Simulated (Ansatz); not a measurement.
# BaHfO3: the band gap up the ladder of functionals

The task here is to estimate one member of a computed series from the others.

Program: Ansatz 0.2.0. PAW datasets, plane waves. (Simulation; spin polarisation is off.)

## The cell

The cell was relaxed beforehand with r2SCAN.

It is cubic, Pm-3m (No. 221); a = 4.177 Å in the conventional setting, 14.58 Å³ an atom. Near Ba stand 12 O at 2.95 Å; near Hf stand 6 O at 2.09 Å; near O stand 2 Hf at 2.09 Å and 4 Ba at 2.95 Å.

As a file:

```
Ba Hf O
1.0
     4.17705    0.00000    0.00000
     0.00000    4.17705    0.00000
     0.00000    0.00000    4.17705
Ba Hf O
1 1 3
Direct
  0.50000 0.50000 0.99800
  0.00000 0.00000 0.49799
  0.00000 0.50000 0.49801
  0.50000 0.00000 0.49801
  0.00000 0.00000 0.99800
```

Set-up of the first run:

File input.yaml:

```yaml
crystal:
  lattice:
    - [4.1770517715, 0.0, 0.0]
    - [0.0, 4.1770517715, 0.0]
    - [0.0, 0.0, 4.1770487576]
  atoms:
    - { symbol: Ba, position: [0.5, 0.5, 0.9979971679] }
    - { symbol: Hf, position: [0.0, 0.0, 0.497994465] }
    - { symbol: O, position: [0.0, 0.5, 0.4980131177] }
    - { symbol: O, position: [0.5, 0.0, 0.4980131177] }
    - { symbol: O, position: [0.0, 0.0, 0.9980039217] }
kpoints:
  mp_grid: { grid: [6, 6, 6] }
  band_path:
    path:
      - [[0.0, 0.0, 0.0], [0.0, 0.500000120259, 0.0], [0.500000120259, 0.500000120259, -2.21315201948e-33], [0.0, 0.0, 0.0], [0.500000120259, 0.500000120259, 0.499999759482], [0.0, 0.500000120259, 0.0]]
      - [[0.500000120259, 0.500000120259, 0.499999759482], [0.500000120259, 0.500000120259, -2.21315201948e-33]]
    npoints: 10
hamiltonian:
  xc: pbe
scf:
  occupations: { method: fermi_dirac, width: 0.02 }
  n_extra_bands: 5
output:
  forces: true
  stress: true
  eigenvalues: true
  write_density: true
  write_potential: true
  elf: true
  volumetric_format: npy
```

Run with:

```sh
$ ansatz run input.yaml --threads 4 --pin off --max-ram 6451MiB --backend cpu --events-out ev --progress --plain --runs-dir out
```

Steps of the session up to this table: Band structure with PBE; r2SCAN at the same geometry; HSE06 at the same geometry; Single point with PBE+SOC; PBE0 at the same geometry.

One of the session's tables, all rows but one given; the rest of the session is left out.

| level | gap (eV) |
| --- | --- |
| PBE | 3.66 |
| r2SCAN | ? |
| HSE06 | 5.18 |
| PBE+SOC | 3.58 |
| PBE0 | 5.93 |

**Question.** Estimate the row for r2SCAN.

As computed: gap (eV): 4.19. In the column «gap (eV)» it lies between PBE (3.66) and HSE06 (5.18).

Meshes: PBE 6×6×6, r2SCAN 6×6×6, HSE06 4×4×4, PBE+SOC 6×6×6, PBE0 4×4×4

In words: The gap runs from 3.58 eV (PBE+SOC) to 5.93 eV (PBE0). PBE reaches 71 % of the HSE06 value, and r2SCAN 81 %. PBE0 lies 0.75 eV above HSE06, which differs from it by screening the long-range exchange.

To keep in mind: Warnings in the runs' records: structure snapped to symmetry, stress exchange threshold loose, stress scf threshold loose.
